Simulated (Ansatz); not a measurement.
Runs of Ansatz 0.2.0 on Sb. It takes space group P6_3/mmc (No. 194, hexagonal). Conventional cell: a = 3.355 Å, b = 3.355 Å, c = 5.470 Å, α = 90.00°, β = 90.00°, γ = 120.00°. Around Sb (site symmetry -6m2) lie 12 Sb at 3.35 Å. This isn't the form of Sb at room conditions, which is rhombohedral.

| task | level | cell | k mesh | smearing | atoms under strain | points for each segment of the path | gap on the mesh (eV) | pressure (GPa) |
| --- | --- | --- | --- | --- | --- | --- | --- | --- |
| elastic constants | PBEsol | as given | 7 × 7 × 4 | fermi-dirac 0.05 eV | relaxed | - | none | -1.3 |
| phonons | PBEsol | as given | 7 × 7 × 4 | fermi-dirac 0.05 eV | - | - | none | - |
| relaxation of cell and atoms | RPBE | relaxed | 9 × 9 × 5 | fermi-dirac 0.05 eV | - | - | none | 0.0 |
| single point | PBE | as given | 9 × 9 × 5 | gaussian 0.019 eV | - | - | none | 1.5 |
| single point | PBE | as given | 9 × 9 × 5 | gaussian 0.022 eV | - | - | none | 1.5 |
| single point | PBE | as given | 9 × 9 × 5 | gaussian 0.014 eV | - | - | none | 1.5 |
| band structure | revPBE | as given | 9 × 9 × 5 | fermi-dirac 0.05 eV | - | 14 | none | (a) |
| single point | PBE | as given | 9 × 9 × 5 | gaussian 0.017 eV | - | - | none | 1.5 |

Alike in all rows: potentials or basis Ansatz PAW; no spin polarisation; cutoff (eV) 420.

Problem. Fill in the values left out.

Solution. (a) 2.4.

Caveats: the PAW data sets come from PBE, with cores solved anew for the run's functional, which leaves a small shift of forces and pressure (some runs); the elastic tensor has a negative eigenvalue, so either the cell is unstable as it stands or the mesh is too thin (some runs); some modes are imaginary (some runs); the plane-wave basis is chosen anew once the cell has moved, so the energies of steps on either side of that aren't comparable (some runs); spin-orbit coupling is left out, which moves the levels of the heavy elements (some runs).

A k mesh can miss the band edges, and the runs leave out spin-orbit coupling on Sb.

A gap of «none» marks a metal or a gap under the smearing width.
